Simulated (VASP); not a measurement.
# Te3H (P1) in VASP: further runs

One crystal, Te3H, is run at these levels: r2SCAN; tasks: single point.

Program: VASP 6.6.1. These are calculated values, not measurements. Logs are shortened: lines on timing, memory, paths and dates and some standing lists are left out, and cuts for length are marked.

## 1. Starting point

The typed cell holds 8 atoms: a = 6.467 Å, b = 6.478 Å, c = 5.936 Å, α = 90.15°, β = 89.95°, γ = 60.03°.

The cell was built by a generator and needn't be a form met in nature.

## 2. Single point, r2SCAN

File POSCAR:

```
Te3H
1.0
    3.2317081100      5.6011938500      0.0026696900
   -3.2435457400      5.6080281600     -0.0085671800
    0.0102911300     -0.0031187600      5.9360991800
H Te
2 6
Direct
    0.9708300000      0.0132050000      0.9799760000
    0.0253180000      0.0011480000      0.5208330000
    0.3101780000      0.6820010000      0.2495590000
    0.3449600000      0.9930430000      0.7657190000
    0.0039730000      0.3183500000      0.2434740000
    0.6791370000      0.3057320000      0.7431070000
    0.6920690000      0.9828650000      0.2561120000
    0.9997330000      0.6773240000      0.7374330000
```

File INCAR.step1:

```
PREC = Accurate
ENCUT = 520
ISMEAR = -1
SIGMA = 0.0893
LREAL = F
LASPH = T
NELM = 100
NBANDS = 29
GGA = PE
ALGO = Normal
EDIFF = 1E-4
LWAVE = T
LCHARG = F
```

File INCAR.step2:

```
PREC = Accurate
ENCUT = 520
EDIFF = 1E-7
ISMEAR = -1
SIGMA = 0.0893
LREAL = F
LASPH = T
NELM = 100
ALGO = Normal
ISIF = 2
LWAVE = F
LCHARG = T
METAGGA = R2SCAN
LMIXTAU = T
LELF = T
LVHAR = T
NBANDS = 29
ISTART = 1
```

File KPOINTS:

```
Automatic mesh
0
Gamma
  3 3 3
  0.5 0.5 0
```

Potentials or basis: VASP PAW PBE potentials, release 64 (H, Te).

Run with:

```bash
> cat potpaw_PBE.64/H/POTCAR potpaw_PBE.64/Te/POTCAR > POTCAR
> cp INCAR.step1 INCAR
> mpirun -np 1 vasp_std > vasp.out
> cp INCAR.step2 INCAR
> mpirun -np 1 vasp_std > vasp.out
```

OUTCAR:

```text
PREC = Accurate
   ENCUT = 520
   EDIFF = 1E-7
   ISMEAR = -1
   LREAL = F
   LASPH = T
   NELM = 100
   ISIF = 2
   METAGGA = R2SCAN
   ISTART = 1

 ion  position               nearest neighbor table
   1  0.971  0.013  0.980-
   2  0.025  0.001  0.521-
   3  0.310  0.682  0.250-   7 3.46   8 3.53   5 3.57   4 3.58   8 3.65
   4  0.345  0.993  0.766-   5 3.56   3 3.58   6 3.63   7 3.66   8 3.67
   5  0.004  0.318  0.243-   4 3.56   3 3.57   7 3.63   6 3.66   6 3.66
   6  0.679  0.306  0.743-   8 3.53   7 3.54   4 3.63   5 3.66   5 3.66   7 3.68
   7  0.692  0.983  0.256-   3 3.46   8 3.48   6 3.54   5 3.63   8 3.66   4 3.66   6 3.68
   8  1.000  0.677  0.737-   7 3.48   6 3.53   3 3.53   3 3.65   7 3.66   4 3.67

  LATTYP: Found a triclinic cell.
 ALAT       =     6.4752672066
 B/A-ratio  =     1.9560704548
 C/A-ratio  =     1.0004954379
 COS(alpha) =     0.0001223900
 COS(beta)  =     0.5015798857
 COS(gamma) =     0.7642827736

  Lattice vectors:

 A1 = (  -6.4752538500,   0.0068343100,  -0.0112368700)
 A2 = (  -9.6966708300,  -5.5974783000,   5.9221926200)
 A3 = (  -3.2435457400,   5.6080281600,  -0.0085671800)

Analysis of symmetry for initial positions (statically):
=====================================================================
 Subroutine PRICEL returns:
 Original cell was already a primitive cell.

 Routine SETGRP: Setting up the symmetry group for a
 triclinic supercell.

 Subroutine GETGRP returns: Found  1 space group operations
 (whereof  1 operations were pure point group operations)
 out of a pool of  2 trial point group operations.

The static configuration has the point symmetry C_1 .

Analysis of symmetry for dynamics (positions and initial velocities):
=====================================================================
 Subroutine PRICEL returns:
 Original cell was already a primitive cell.

 Routine SETGRP: Setting up the symmetry group for a
 triclinic supercell.

 Subroutine GETGRP returns: Found  1 space group operations
 (whereof  1 operations were pure point group operations)
 out of a pool of  2 trial point group operations.

The dynamic configuration has the point symmetry C_1 .

 Subroutine INISYM returns: Found  1 space group operations
 (whereof  1 operations are pure point group operations),
 and found     1 'primitive' translations
[... 96 lines left out ...]
   EDIFF  = 0.1E-06   stopping-criterion for ELM
   LREAL  =      F    real-space projection
   EDIFFG = 0.1E-05   stopping-criterion for IOM
   NSW    =      0    number of steps for IOM
   IBRION =     -1    ionic relax: 0-MD 1-quasi-New 2-CG
   NFREE  =      0    steps in history (QN), initial steepest desc. (CG)
   ISIF   =      2    stress and relaxation
   ISYM   =      2    0-nonsym 1-usesym 2-fastsym
   POTIM  = 0.5000    time-step for ionic-motion
   TEBEG  =    0.0;   TEEND  =   0.0 temperature during run
   PSTRESS=    0.0 pullay stress
   NELECT =      38.0000    total number of electrons
   NUPDOWN=      -1.0000    fix difference up-down
   EMIN   =  10.00;   EMAX   =-10.00  energy-range for DOS
   EFERMI =   0.00;   METHOD = LEGACY
   ISMEAR =    -1;   SIGMA  =   0.09  broadening in eV -4-tet -1-fermi 0-gaus
   EFERMI_NEDOS =   21; number of points for ismear=-14 and -15
   IALGO  =     38    algorithm
   IMIX   =      4    mixing-type and parameters
     AMIX     =   0.40;   BMIX     =  1.00
     AMIX_MAG =   1.60;   BMIX_MAG =  1.00
  volume/ion in A,a.u.               =      26.93       181.72
  Fermi-wavevector in a.u.,A,eV,Ry     =   0.918126  1.735006 11.469099  0.842955
  Thomas-Fermi vector in A             =   2.043172
   LORBIT       =      0    0 simple, 1 ext, 2 COOP (PROOUT), +10 PAW based schemes
   METAGGA = R2SCAN    functional components
   LHFCALC =     F    Hartree Fock is set to
   AEXX    =    0.0000 exact exchange contribution
   IVDW    =     0    specifies the selected vdW correction
   LEPSILON=     F    determine dielectric tensor
   LRPA    =     F    only Hartree local field effects (RPA)
 non-spin polarized calculation
  energy-cutoff  :      520.00
  volume of cell :      215.43
 maximum number of plane-waves:      5818
   NGX = 25   NGY = 25   NGZ = 23

 number of electron      38.0000001 magnetization

 Free energy of the ion-electron system (eV)
  ---------------------------------------------------
  ext. energy  EPLUGINS =         0.00000000
  ---------------------------------------------------
  free energy    TOTEN  =      -152.31481674 eV

  energy without entropy =     -152.19237581  energy(sigma->0) =     -152.25359628

 E-fermi :   5.0498     XC(G=0):  -9.6644

 val. band max:        5.0443704009   @ k =  -0.1667   0.1667   0.0000
 cond. band min:       5.1544429441   @ k =  -0.1667   0.1667   0.0000
 fundamental gap:      0.1100725432
 Fermi energy:         5.0497784115

 k-point     1 :       0.1667    0.1667    0.0000
  band No.  band energies     occupation
      1      -8.0470      2.00000
      2      -5.9275      2.00000
      3      -5.8450      2.00000
      4      -5.7028      2.00000
      5      -5.2370      2.00000
      6      -5.1939      2.00000
[... 437 lines left out ...]
     28      12.2710      0.00000
     29      12.5085      0.00000

------------------------ aborting loop because EDIFF is reached ----------------------------------------

  FORCE on cell =-STRESS in cart. coord.  units (eV):
  Direction    XX          YY          ZZ          XY          YZ          ZX
  --------------------------------------------------------------------------------------
  -------------------------------------------------------------------------------------
  Total       -7.1602974     -7.7205048    -11.5780452      0.0696909      0.1715959      0.0560025
  in kB      -53.2525159    -57.4188865    -86.1081602      0.5183048      1.2761919      0.4165015
  external PRESSURE =     -65.5931875 kB  Pullay stress =       0.0000000 kB

 VOLUME and BASIS-vectors are now :
 -----------------------------------------------------------------------------
  energy-cutoff  :      520.00
  volume of cell :      215.43
      direct lattice vectors                 reciprocal lattice vectors
     3.231708110  5.601193850  0.002669690     0.154528815  0.089375333 -0.000220942
    -3.243545740  5.608028160 -0.008567180    -0.154340658  0.089049430  0.000314359
     0.010291130 -0.003118760  5.936099180    -0.000292247  0.000088324  0.168461350

 POSITION                                       TOTAL-FORCE (eV/Angst)
 -----------------------------------------------------------------------------------
      3.10469      5.50880      5.81971        -0.618047     -0.193884     -0.261760
      0.08346      0.14662      3.09177         0.115462      0.360494      0.214660
     -1.20713      5.56127      1.47639         0.011543     -0.062438      0.080189
     -2.09829      7.49881      4.53780         0.205659      0.309679      0.266914
     -1.01724      1.80681      1.44257        -0.134409      0.359532     -0.131953
      1.21076      5.51621      4.41035         0.271191     -0.087661      0.022261
     -0.94877      9.38755      1.51373        -0.053796     -0.447287      0.107699
      1.04150      9.39585      4.37434         0.202398     -0.238436     -0.298011
 -----------------------------------------------------------------------------------
    total drift:                                0.000094      0.000049     -0.000013

  FREE ENERGIE OF THE ION-ELECTRON SYSTEM (eV)
  ---------------------------------------------------
  free  energy   TOTEN  =      -152.3148167434 eV

  energy  without entropy=     -152.1923758068  energy(sigma->0) =     -152.25359628
```

OSZICAR.step1:

```text
N       E                     dE             d eps       ncg     rms          rms(c)
DAV:   1     0.157142486015E+03    0.15714E+03   -0.13594E+04   812   0.105E+03
DAV:   2    -0.717637455329E+01   -0.16432E+03   -0.15968E+03  1123   0.152E+02
DAV:   3    -0.194956242363E+02   -0.12319E+02   -0.12106E+02   922   0.439E+01
DAV:   4    -0.197460505287E+02   -0.25043E+00   -0.25024E+00   950   0.731E+00
DAV:   5    -0.197542722174E+02   -0.82217E-02   -0.82215E-02   970   0.142E+00    0.113E+01
DAV:   6    -0.195598746981E+02    0.19440E+00   -0.30644E-01   998   0.226E+00    0.710E+00
DAV:   7    -0.195597469810E+02    0.12772E-03   -0.22102E-01   882   0.172E+00    0.212E+00
DAV:   8    -0.195580105290E+02    0.17365E-02   -0.31786E-02   917   0.741E-01    0.681E-01
DAV:   9    -0.195573044834E+02    0.70605E-03   -0.67481E-03   927   0.324E-01    0.321E-01
DAV:  10    -0.195571189699E+02    0.18551E-03   -0.15536E-03   937   0.155E-01    0.122E-01
DAV:  11    -0.195570696446E+02    0.49325E-04   -0.35240E-04   600   0.724E-02
   1 F= -.19557070E+02 E0= -.19492186E+02  d E =-.129767E+00
```

Run time: 2.6 min. Hardware: 1 thread of Intel Xeon 6975P-C (Granite Rapids), shared host; peak memory 0.38 GiB.

Results:

| Item | Value |
| --- | --- |
| Free energy | -152.3148 eV |
| Pressure | -6.6 GPa |
| Largest force | 0.699 eV/Å |
| Band gap on the k mesh | none (metal or under the smearing width) |

Forces on the atoms (eV/Å):
```
H   -0.618 -0.194 -0.262
H    0.115  0.360  0.215
Te   0.012 -0.062  0.080
Te   0.206  0.310  0.267
Te  -0.134  0.360 -0.132
Te   0.271 -0.088  0.022
Te  -0.054 -0.447  0.108
Te   0.202 -0.238 -0.298
```

Levels at points of the mesh, in eV from the Fermi level:
```csv
k point,band 17,band 18,band 19,band 20,band 21,band 22
"(0.50, 0.50, 0.00)",-0.98,-0.35,-0.07,0.33,0.67,0.84
```

Caveat: the k mesh is coarse (spacing up to 0.37 Å⁻¹), so the values aren't converged; the PAW data sets were made with another functional, which shifts forces and pressure a little.

## 3. Single point, r2SCAN

POSCAR is that of step 2.

File INCAR.step1:

```
  PREC = Accurate
  ENCUT = 520
  ISMEAR = -1
  SIGMA = 0.0893
  LREAL = F
  LASPH = T
  NELM = 100
  ISYM = 0
  NBANDS = 29
  GGA = PE
  ALGO = Normal
  EDIFF = 1E-4
  LWAVE = T
  LCHARG = F
```

File INCAR.step2:

```
  PREC = Accurate
  ENCUT = 520
  EDIFF = 1E-7
  ISMEAR = -1
  SIGMA = 0.0893
  LREAL = F
  LASPH = T
  NELM = 100
  ALGO = Normal
  ISIF = 2
  LWAVE = F
  LCHARG = F
  METAGGA = R2SCAN
  LMIXTAU = T
  ISYM = 0
  NBANDS = 29
  ISTART = 1
```

File KPOINTS:

```
Automatic mesh
0
Gamma
  3 3 3
  0.5 0.5 0.5
```

Potentials or basis: VASP PAW PBE potentials, release 64 (H, Te).

Run with:

```bash
> cat potpaw_PBE.64/H/POTCAR potpaw_PBE.64/Te/POTCAR > POTCAR
> cp INCAR.step1 INCAR
> mpirun -np 1 vasp_std > vasp.out
> cp INCAR.step2 INCAR
> mpirun -np 1 vasp_std > vasp.out
```

OUTCAR:

```text
PREC = Accurate
   ENCUT = 520
   EDIFF = 1E-7
   ISMEAR = -1
   LREAL = F
   LASPH = T
   NELM = 100
   ISIF = 2
   METAGGA = R2SCAN
   ISYM = 0
   ISTART = 1

 ion  position               nearest neighbor table
   1  0.971  0.013  0.980-
   2  0.025  0.001  0.521-
   3  0.310  0.682  0.250-   7 3.46   8 3.53   5 3.57   4 3.58   8 3.65
   4  0.345  0.993  0.766-   5 3.56   3 3.58   6 3.63   7 3.66   8 3.67
   5  0.004  0.318  0.243-   4 3.56   3 3.57   7 3.63   6 3.66   6 3.66
[... 611 lines left out ...]
  Total       -6.7608263     -7.8324795    -10.1898939      0.1166847      0.1201190      0.0373156
  in kB      -50.2815724    -58.2516642    -75.7842105      0.8678066      0.8933479      0.2775234
  external PRESSURE =     -61.4391491 kB  Pullay stress =       0.0000000 kB

 VOLUME and BASIS-vectors are now :
 -----------------------------------------------------------------------------
  energy-cutoff  :      520.00
  volume of cell :      215.43
      direct lattice vectors                 reciprocal lattice vectors
     3.231708110  5.601193850  0.002669690     0.154528815  0.089375333 -0.000220942
    -3.243545740  5.608028160 -0.008567180    -0.154340658  0.089049430  0.000314359
     0.010291130 -0.003118760  5.936099180    -0.000292247  0.000088324  0.168461350

 POSITION                                       TOTAL-FORCE (eV/Angst)
 -----------------------------------------------------------------------------------
      3.10469      5.50880      5.81971        -0.664485     -0.211651     -0.307906
      0.08346      0.14662      3.09177         0.083106      0.256075      0.284984
     -1.20713      5.56127      1.47639         0.283805     -0.148309      0.088235
     -2.09829      7.49881      4.53780         0.346510      0.532813      0.370132
     -1.01724      1.80681      1.44257        -0.192378      0.467935     -0.105141
      1.21076      5.51621      4.41035         0.055395     -0.201222      0.034133
     -0.94877      9.38755      1.51373        -0.024614     -0.465742      0.026130
      1.04150      9.39585      4.37434         0.112660     -0.229898     -0.390568
 -----------------------------------------------------------------------------------
    total drift:                                0.000114      0.000094     -0.000011

  FREE ENERGIE OF THE ION-ELECTRON SYSTEM (eV)
  ---------------------------------------------------
  free  energy   TOTEN  =      -151.9874173060 eV

  energy  without entropy=     -151.7551548471  energy(sigma->0) =     -151.87128608
```

OSZICAR.step1:

```text
N       E                     dE             d eps       ncg     rms          rms(c)
DAV:   1     0.157534074776E+03    0.15753E+03   -0.13554E+04   812   0.105E+03
DAV:   2    -0.697311392573E+01   -0.16451E+03   -0.16022E+03  1103   0.153E+02
DAV:   3    -0.191843503417E+02   -0.12211E+02   -0.12038E+02   917   0.441E+01
DAV:   4    -0.194317033862E+02   -0.24735E+00   -0.24718E+00   968   0.729E+00
DAV:   5    -0.194396264122E+02   -0.79230E-02   -0.79229E-02   957   0.138E+00    0.110E+01
DAV:   6    -0.192343935722E+02    0.20523E+00   -0.44770E-01  1049   0.236E+00    0.688E+00
DAV:   7    -0.192360338556E+02   -0.16403E-02   -0.21296E-01   897   0.164E+00    0.247E+00
DAV:   8    -0.192373334756E+02   -0.12996E-02   -0.69732E-02   927   0.840E-01    0.703E-01
DAV:   9    -0.192341125084E+02    0.32210E-02   -0.19906E-02   912   0.457E-01    0.348E-01
DAV:  10    -0.192339066074E+02    0.20590E-03   -0.24680E-03   927   0.201E-01    0.133E-01
DAV:  11    -0.192338398585E+02    0.66749E-04   -0.42969E-04   591   0.786E-02
   1 F= -.19233840E+02 E0= -.19113545E+02  d E =-.240589E+00
```

It took 2.6 min on 1 thread of Intel Xeon 6975P-C (Granite Rapids), shared host; peak memory 0.37 GiB.

What came out:

```
Free energy            : -151.9874 eV
Pressure               : -6.1 GPa
Largest force          : 0.762 eV/Å
Band gap on the k mesh : none (metal or under the smearing width)
```

Forces on the atoms (eV/Å):
```
H   -0.664 -0.212 -0.308
H    0.083  0.256  0.285
Te   0.284 -0.148  0.088
Te   0.347  0.533  0.370
Te  -0.192  0.468 -0.105
Te   0.055 -0.201  0.034
Te  -0.025 -0.466  0.026
Te   0.113 -0.230 -0.391
```

Levels at points of the mesh, in eV from the Fermi level:
```csv
k point,band 15,band 16,band 17,band 18,band 19,band 20,band 21,band 22,band 23,band 24
"(0.50, 0.50, 0.50)",-0.87,-0.76,-0.58,-0.43,-0.16,-0.09,-0.07,0.02,0.25,0.32
```

Caveat: the k mesh is coarse (spacing up to 0.37 Å⁻¹), so the values aren't converged; the PAW data sets were made with another functional, which shifts forces and pressure a little. Spin-orbit coupling is left out, which matters for the levels of Te.
